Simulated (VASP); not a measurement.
Set up this calculation in VASP 6.6.1, as the native input.

```yaml
Task: relaxation of cell and atoms
Functional: PBEsol
Potentials_or_basis: VASP PAW PBE potentials, release 64 (Ga_d, As)
Cutoff: 600 eV
k_mesh: 10 × 10 × 10
Occupations: gaussian, width 0.03 eV
Spin: no spin polarisation
Further_INCAR_settings: ALGO = Normal; EDIFF = 1e-06; IBRION = 2; EDIFFG = -0.01; NSW = 90; ISIF = 3
```

The structure of GaAs lies in POSCAR:

```
GaAs
1.0
    0.0000000000      2.8268500000      2.8268500000
    2.8268500000      0.0000000000      2.8268500000
    2.8268500000      2.8268500000      0.0000000000
Ga As
1 1
Direct
    0.0000000000      0.0000000000      0.0000000000
    0.2500000000      0.2500000000      0.2500000000
```

One way to write it, as run:

INCAR

```
ALGO = Normal
EDIFF = 1E-6
EDIFFG = -0.01
ENCUT = 600
GGA = PS
IBRION = 2
ISIF = 3
ISMEAR = 0
LASPH = T
LCHARG = F
LREAL = F
LWAVE = F
NELM = 80
NSW = 90
PREC = Accurate
SIGMA = 0.03
```

KPOINTS

```
k-points
0
Gamma
  10 10 10
```

Potentials or basis: VASP PAW PBE potentials, release 64 (Ga_d, As).

Launch:

```bash
$ cat potpaw_PBE.64/Ga_d/POTCAR potpaw_PBE.64/As/POTCAR > POTCAR
$ mpirun -np 1 vasp_std > vasp.out
```

Results of the run:

- Relaxed volume: 22.70 Å³/atom
- Relaxed cell: a = 4.004 Å, b = 4.004 Å, c = 4.004 Å, α = 60.00°, β = 60.00°, γ = 60.00°
- Space group after relaxing (to 0.05 Å): F-43m (No. 216)
- Energy gained by relaxing: 0.1 meV/atom
- Ionic steps: 3
- Pressure after relaxing: 0.0 GPa
- Band gap on the k mesh: 0.42 eV, direct

Caveat: the PAW data sets were made with another functional, which shifts forces and pressure a little.

It took 21 s on 1 thread of Intel(R) Xeon(R) 6975P-C (Granite Rapids), with other jobs on the host, peak memory 0.2 GiB.
